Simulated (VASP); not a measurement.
Crystal: Mg3Sb2.

```
Sb Mg
1.0
     4.58200    0.00000    0.00000
    -2.29100    3.96813    0.00000
     0.00000    0.00000    7.24400
Sb Mg
2 3
Direct
  0.66667 0.33333 0.76500
  0.33333 0.66667 0.23500
  0.00000 0.00000 0.00000
  0.66667 0.33333 0.37000
  0.33333 0.66667 0.63000
```

Base run:

| Property | Result |
| --- | --- |
| Program | VASP 6.6.1 |
| Functional | MS2 |
| Potentials or basis | VASP PAW PBE potentials, release 64 (Sb, Mg) |
| Cutoff | 520 eV |
| k mesh | 7 × 7 × 4 |
| Occupations | fermi-dirac, width 0.05 eV |
| Spin | no spin polarisation |

Its results: band gap on the k mesh 0.52 eV, indirect (least direct gap 1.57 eV); pressure -0.3 GPa; largest force 0.461 eV/Å.

Question: The run is repeated on the same cell with these changes: functional from MS2 to revTPSS; further incar settings from ALGO = Normal; EDIFF = 1e-06 to ALGO = Normal; EDIFF = 1e-06; NBANDS = 16. What comes out?

Answer: Band gap on the k mesh 0.48 eV, indirect (least direct gap 1.39 eV); pressure 0.1 GPa; largest force 0.485 eV/Å.

Caveats: the PAW data sets were made with another functional, which shifts forces and pressure a little; spin-orbit coupling is left out, which moves the levels of the heavy elements; the mesh misses the band edges, which the band path finds closer together.
